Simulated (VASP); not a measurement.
Consider the following.

```
AlSb
1.0
    0.00000     3.11600     3.11600
    3.11600     0.00000     3.11600
    3.11600     3.11600     0.00000
Al Sb
1 1
Cartesian
  0.00000   0.00000   0.00000
  1.55800   1.55800   1.55800
```

Method: HSE06 screened hybrid, VASP's PBE PAW potentials (set 64) (plane waves; VASP 6.6.1). Run with 520 eV cut-off, 6×6×6 Γ-centred mesh, Gaussian smearing of 0.050 eV, potentials Al Sb.

Task: Give the stress tensor in GPa (positive for a compressed cell).

Result: 
```
-2.05   0.00   0.00
 0.00  -2.05   0.00
 0.00   0.00  -2.05
```
The pressure is its mean diagonal, -2.05 GPa.

The compound is AlSb in the zinc blende structure. It was relaxed first. The cell's shape comes from a PBE relaxation.
